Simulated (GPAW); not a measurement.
# MnO (P6_3mc) in GPAW: single point with PBEsol

Aim: the single point of MnO with PBEsol.

All numbers are computed with GPAW 26.7.0; they aren't measurements. Logs are shortened: lines on timing, memory, paths and dates and some standing lists are left out, and cuts for length are marked. The log counts tension as positive stress, the text compression.

## (1) The structure

It takes space group P6_3mc (No. 186, hexagonal). The conventional cell has a = 3.372 Å, b = 3.372 Å, c = 5.386 Å, α = 90.00°, β = 90.00°, γ = 120.00°. Mn (site symmetry 3m) is surrounded by 4 O at 1.96 to 2.08 Å. Around O (site symmetry 3m) lie 4 Mn at 1.96 to 2.08 Å.

Measurements of this composition are mostly on another form, of space group No. 225.

## (2) Single point, PBEsol, collinear spin, ferromagnetic start

The input, run.py:

```python
from ase.dft.bandgap import bandgap
from ase.io import read, write
from ase.units import Bohr, GPa
from gpaw import GPAW, PW, setup_paths
from gpaw.elf import elf_from_dft_calculation

setup_paths.insert(0, '.')

atoms = read('MnO.xyz')
atoms.set_initial_magnetic_moments([4.0, 4.0, 0.0, 0.0])

calc = GPAW(mode=PW(800),
            xc='PBEsol',
            kpts={'size': (9, 9, 5), 'gamma': True},
            occupations={'name': 'methfessel-paxton', 'order': 0, 'width': 0.02},
            nbands=38,
            convergence={'density': 1e-05, 'energy': 1e-05},
            maxiter=150,
            txt='gpaw.txt')
atoms.calc = calc
energy = atoms.get_potential_energy()
forces = atoms.get_forces()
stress = atoms.get_stress()
calc.write('gs.gpw')
write('result.traj', atoms)
print(f'Energy: {energy:.6f} eV')
print('Forces (eV/A):')
print(forces.round(4))
print('Stress (GPa):', (stress / GPa).round(3))
print('Moments:', calc.get_magnetic_moments().round(3))
print('Fermi level:', round(calc.get_fermi_level(), 4), 'eV')
print(f'Gap: {bandgap(calc)[0]:.4f} eV, direct: {bandgap(calc, direct=True)[0]:.4f} eV')

# fields on the real-space grid
write('density.cube', atoms, data=calc.get_pseudo_density() * Bohr**3)
write('potential.cube', atoms, data=calc.get_electrostatic_potential())
write('spin.cube', atoms, data=(calc.get_pseudo_density(spin=0) - calc.get_pseudo_density(spin=1)) * Bohr**3)
write('elf.cube', atoms, data=elf_from_dft_calculation(calc).data)
```

The input, MnO.xyz:

```xyz
4
Lattice="3.3717000000 0.0000000000 0.0000000000 -1.6858500000 2.9199778539 0.0000000000 0.0000000000 0.0000000000 5.3855000000" Properties=species:S:1:pos:R:3 pbc="T T T"
Mn     1.6858500002      0.9733259512      2.7517750800
Mn    -0.0000000002      1.9466519027      0.0590250800
O      1.6858500002      0.9733259512      4.7148436850
O     -0.0000000002      1.9466519027      2.0220936850
```

Potentials or basis: PAW data sets generated in the run's folder for this functional, pw.

On the command line:

```bash
$ gpaw-setup -f PBEsol Mn O
$ OMP_NUM_THREADS=1 python run.py
```

gpaw.txt:

```text
__  _  _
 | _ |_)|_||  |
 |__||  | ||/\| - 26.7.0

Input parameters:
  mode=PW(ecut=800.0),
  convergence={'density': 1e-05, 'energy': 1e-05},
  kpts=MonkhorstPack(size=(9, 9, 5), gamma=True),
  maxiter=150,
  nbands=38,
  occupations=Occupations(name='methfessel-paxton', order=0, width=0.02),
  xc=XC(name='PBEsol')

Diagonalizing LCAO Hamiltonian
Converting LCAO to pw mode

           O

        O  Mn

        Mn

Atoms  # Å, Bohr magnetons
|   | symbol |         x |        y |        z |    initial magnetic moments |
|---|--------|-----------|----------|----------|-----------------------------|
| 0 |     Mn |  1.685850 | 0.973326 | 2.751775 | ( 0.0000,  0.0000,  4.0000) |
| 1 |     Mn | -0.000000 | 1.946652 | 0.059025 | ( 0.0000,  0.0000,  4.0000) |
| 2 |      O |  1.685850 | 0.973326 | 4.714844 | ( 0.0000,  0.0000,  0.0000) |
| 3 |      O | -0.000000 | 1.946652 | 2.022094 | ( 0.0000,  0.0000,  0.0000) |

Unit cell  # Å
| periodic |         x |        y |        z |  lengths |     angles |
|----------|-----------|----------|----------|----------|------------|
|      yes |  3.371700 | 0.000000 | 0.000000 | 3.371700 |  90.000000 |
|      yes | -1.685850 | 2.919978 | 0.000000 | 3.371700 |  90.000000 |
|      yes |  0.000000 | 0.000000 | 5.385500 | 5.385500 | 120.000000 |

Number of symmetries: 6
Symmetry operations  # r_c * U_cc + t_c -> r_c
|   | kind |            matrix            |
|---|------|------------------------------|
| 0 |  σ   |  1, 1, 0,  0,-1, 0,  0, 0, 1 |
| 1 |  E   |  1, 0, 0,  0, 1, 0,  0, 0, 1 |
| 2 |  C3  |  0, 1, 0, -1,-1, 0,  0, 0, 1 |
| 3 |  σ   |  0,-1, 0, -1, 0, 0,  0, 0, 1 |
| 4 |  σ   | -1, 0, 0,  1, 1, 0,  0, 0, 1 |
| 5 |  C3  | -1,-1, 0,  1, 0, 0,  0, 0, 1 |

BZ-sampling:
  Number of BZ points: 405
  Number of IBZ points: 50

  Monkhorst-Pack size: [9, 9, 5]
  Monkhorst-Pack shift: [0, 0, 0]

K-points  # in reciprocal-cell coordinates
|     |                                coordinates |     weight |
|-----|--------------------------------------------|------------|
|   0 | (  0.00000000,   0.00000000,   0.00000000) | 0.00246914 |
|   1 | (  0.00000000,   0.00000000,   0.20000000) | 0.00493827 |
|   2 | (  0.00000000,   0.00000000,   0.40000000) | 0.00493827 |
|   3 | (  0.11111111,   0.00000000,  -0.40000000) | 0.01481481 |
|   4 | (  0.11111111,   0.00000000,  -0.20000000) | 0.01481481 |
|   5 | (  0.11111111,   0.00000000,   0.00000000) | 0.01481481 |
|   6 | (  0.11111111,   0.00000000,   0.20000000) | 0.01481481 |
|   7 | (  0.11111111,   0.00000000,   0.40000000) | 0.01481481 |
|   8 | (  0.22222222,  -0.11111111,   0.00000000) | 0.01481481 |
|   9 | (  0.22222222,  -0.11111111,   0.20000000) | 0.02962963 |
| ... |                                            |            |
|  49 | (  0.44444444,   0.44444444,   0.40000000) | 0.02962963 |

Plane wave coefficients: 2749
Cutoff: 800.0 eV

Spin-components: 2 (collinear spins)
Bands:           38
Projectors:      22
Spin-degeneracy: 1
Datatype:        complex128

Parallelization:
  kpt:    1
  domain: 1
  band:   1

Density:
  Valence electrons: 42.0
  Components: 2
  Grid points: [24 24 36]
  Charge: 0.0  # |e|

Potential:
  Grid points: [24 24 36]

species:
  Mn:
    name:    Manganese
    Z:       25.0
    valence: 15
    core:    10
    charge:  0.0  # [|e|]
    compensation charges:
      type: gauss
      rc: 0.38  # [Å]
      lmax: 2
    cutoffs:
      filter: 2.14  # [Å]
      core: 0.86  # [Å]
    projectors
    | kind |    occ | energy [eV] | rcut [Å] |
    |------|--------|-------------|----------|
    |   3s |  2.000 |     -85.624 |    1.275 |
    |   4s |  2.000 |      -5.124 |    1.275 |
    |   3p |  6.000 |     -54.486 |    1.281 |
    |   4p |  0.000 |      -1.348 |    1.281 |
    |   3d |  5.000 |      -6.794 |    1.138 |
    |    d |        |      20.417 |    1.138 |

    Using partial waves for Mn as LCAO basis

  O:
    name:    Oxygen
    Z:       8.0
    valence: 6
    core:    2
    charge:  0.0  # [|e|]
    compensation charges:
      type: gauss
      rc: 0.21  # [Å]
      lmax: 2
    cutoffs:
      filter: 1.17  # [Å]
      core: 0.83  # [Å]
    projectors
    | kind |    occ | energy [eV] | rcut [Å] |
    |------|--------|-------------|----------|
    |   2s |  2.000 |     -23.808 |    0.688 |
    |   2p |  4.000 |      -8.972 |    0.598 |
    |    s |        |       3.404 |    0.688 |
    |    p |        |      18.239 |    0.598 |
    |    d |        |       0.000 |    0.619 |

    Using partial waves for O as LCAO basis

Reference energy: -67034.559231  # eV

eigensolver:
  PPCG
  Converge bands: occupied
  niter=2

density mixing:
  MSR1-Mixer
  Pratt-step length: 0.05
  Maximum mixing coefficient: 0.75
  Old densities: 10
  SVD Regularization: 0.005
  Good broyden scale: 1.0
  Trust region scale: 1.0
  Backstep threshold: 4.0
  History deletion threshold: 6.0
  Fourier metric: weight=20.0, sigma=0.015

occupation numbers:
  Methfessel-Paxton:
    width: 0.0200  # eV
    order: 0

poisson solver:
  ecut: 6400.0  # eV

xc functional:
  name: PBEsol with 2 nearest neighbor stencil

convergence criteria:
- Maximum integral of absolute [dens]ity change: 1e-05 electrons / valence electron
- Maximum [total energy] change in last 3 cyles: 1e-05 eV / valence electron
- Maximum integral of absolute [eigenst]ate change: 4e-08 eV^2 / valence electron
maximum number of iterations: 150

SCF iterations
|iter     | |      energy | eigst |  dens |  magmom |
|---------|-|-------------|-------|-------|---------|
|iter:   1| |  -37.776408 | +0.42 |       |  +8.0062|
|iter:   2| |  -37.116862 | -1.55 | -0.85 |  +8.1059|
|iter:   3| |  -35.648921 | -1.52 | -0.90 |  +9.0943|
|iter:   4| |  -35.729753 | -2.97 | -1.43 |  +9.5014|
|iter:   5| |  -35.755783 | -2.97 | -1.70 |  +9.8167|
|iter:   6| |  -35.758711 | -3.83 | -2.08 |  +9.9702|
|iter:   7| |  -35.758967 | -4.91 | -2.81 |  +9.9867|
|iter:   8| |  -35.759002c| -5.92 | -3.27 |  +9.9927|
|iter:   9| |  -35.759004c| -6.54 | -3.59 |  +9.9960|
|iter:  10| |  -35.759005c| -7.48c| -4.08 |  +9.9948|
|iter:  11| |  -35.759005c| -7.71c| -4.79 |  +9.9950|
|iter:  12| |  -35.759005c| -8.00c| -5.14c|  +9.9950|

Converged in 12 steps
Energy contributions relative to reference atoms: (reference = -67034.559231)

Energy contributions:
  Kinetic:          47.627200
  Coulomb:         -42.282046
  Zero:              0.607208
  External:          0.000000
  Xc:              -41.711351
  Entropy:          -0.000032
  Spinorbit:         0.000000
  ----------------------------
  Free energy:     -35.759021
  Extrapolated:    -35.759005

dipole moment: (0.000002, -0.000000, -9.990511)  # |e|*Ang

Total magnetic moment: (0.000000, 0.000000, 9.995012)

Local magnetic moments
|        x |        y |        z |
|----------|----------|----------|
| 0.000000 | 0.000000 | 4.306660 |  # Mn   0
| 0.000000 | 0.000000 | 4.306660 |  # Mn   1
| 0.000000 | 0.000000 | 0.163794 |  # O    2
| 0.000000 | 0.000000 | 0.163795 |  # O    3

Fermi level: 6.378
Eigenvalues  # (at kpt = [0.000, 0.000, 0.000])
| band index |      eig [eV] | occ [0-1] |      eig [eV] | occ [0-1] |
|------------|---------------|-----------|---------------|-----------|
|          0 |       -75.146 |     1.000 |       -70.382 |     1.000 |
|        ... |               |           |               |           |
|         13 |        -0.018 |     1.000 |         1.309 |     1.000 |
|         14 |         0.328 |     1.000 |         1.508 |     1.000 |
|         15 |         0.328 |     1.000 |         1.508 |     1.000 |
|         16 |         3.139 |     1.000 |         6.137 |     1.000 |
|         17 |         3.139 |     1.000 |         7.241 |     0.000 |
|         18 |         3.647 |     1.000 |         7.241 |     0.000 |
|         19 |         3.710 |     1.000 |         7.388 |     0.000 |
|         20 |         3.710 |     1.000 |         8.050 |     0.000 |
|         21 |         4.621 |     1.000 |         8.051 |     0.000 |
|         22 |         5.277 |     1.000 |         8.870 |     0.000 |
|         23 |         5.277 |     1.000 |         8.870 |     0.000 |
|         24 |         6.378 |     0.478 |         9.752 |     0.000 |
|         25 |         6.378 |     0.478 |         9.878 |     0.000 |
|         26 |         6.428 |     0.000 |         9.878 |     0.000 |
|         27 |         9.812 |     0.000 |        11.313 |     0.000 |
|        ... |               |           |               |           |
|         37 |        22.776 |     0.000 |        24.135 |     0.000 |

No gap
No difference between direct/indirect transitions

Forces  # eV/Ang
|        x |       y |        z |
|----------|---------|----------|
| -0.00000 | 0.00000 | -0.63320 |  # Mn   0
| -0.00000 | 0.00000 | -0.63317 |  # Mn   1
|  0.00000 | 0.00000 |  0.63345 |  # O    2
|  0.00000 | 0.00000 |  0.63347 |  # O    3

Stress tensor  # eV/Ang^3
|         x |         y |         z |
|-----------|-----------|-----------|
| -0.002285 | -0.000000 | -0.000000 |
|  0.000000 | -0.002285 | -0.000000 |
| -0.000000 | -0.000000 | -0.052939 |

# Writing to gs.gpw (mode='')
```

It took 3.2 min on 1 thread of Arm Neoverse V2, shared host; peak memory 0.38 GiB.

What came out:

```
Free energy            : -35.7590 eV
Pressure               : 3.1 GPa
Largest force          : 0.633 eV/Å
Band gap on the k mesh : none (metal or under the smearing width)
Net moment             : 10.00 μB per cell
Site moments           : Mn +4.31; O +0.16 μB
```

Forces in eV/Å, atoms in the order of the input:
```
Mn   0.000  0.000 -0.633
Mn   0.000  0.000 -0.633
O    0.000  0.000  0.633
O    0.000  0.000  0.633
```

Stress tensor (GPa, compression positive):
```
0.37 0.00 0.00
0.00 0.37 0.00
0.00 0.00 8.48
```

Caveat: semilocal functionals often make such compounds metallic where correlation or magnetic order opens a gap, which also shifts bond lengths; only a ferromagnetic start was run, and an antiferromagnetic order may lie lower in energy. With open d or f shells a metallic result of PBEsol can be an artefact of self-interaction; +U or a hybrid may open a gap.
